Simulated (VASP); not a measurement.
Crystal: CdSe.

```
Cd Se
1.0
     0.00000    2.87396    2.87396
     2.87396    0.00000    2.87396
     2.87396    2.87396    0.00000
Cd Se
1 1
Direct
  0.00000 0.00000 0.00000
  0.50000 0.50000 0.50000
```

Measurements of this composition are mostly on another form, of space group No. 186.

- Program: VASP 6.6.1
- Task: single point
- Functional: PBE
- Potentials or basis: VASP PAW PBE potentials, release 64 (Cd, Se)
- Cutoff: 520 eV
- k mesh: 8 × 8 × 8
- Occupations: fermi-dirac, width 0.05 eV
- Spin: no spin polarisation

On this cell: pressure 0.0 GPa; largest force zero by symmetry; band gap on the k mesh none (metal or under the smearing width).

The same run follows on a disturbed copy (atoms moved at random, drawn with an rms of 0.05 Å):

```xyz
2
Lattice="0.0000 2.8740 2.8740 2.8740 0.0000 2.8740 2.8740 2.8740 0.0000" Properties=species:S:1:pos:R:3 pbc="T T T"
Cd    0.0412   -0.0040   -0.0327
Se    2.8531    2.8085    2.8768
```

Task: What does the disturbed cell give?

Result: The energy (extrapolated to zero smearing) moves by +2.4 meV/atom; pressure 0.2 GPa; largest force 0.103 eV/Å; band gap on the k mesh none (metal or under the smearing width).

Forces in eV/Å, atoms in the order of the input:
```
Cd  -0.068 -0.068  0.037
Se   0.068  0.068 -0.037
```

Stress tensor (GPa, compression positive):
```
 0.27 -0.03  0.02
-0.03  0.26  0.02
 0.02  0.02  0.07
```
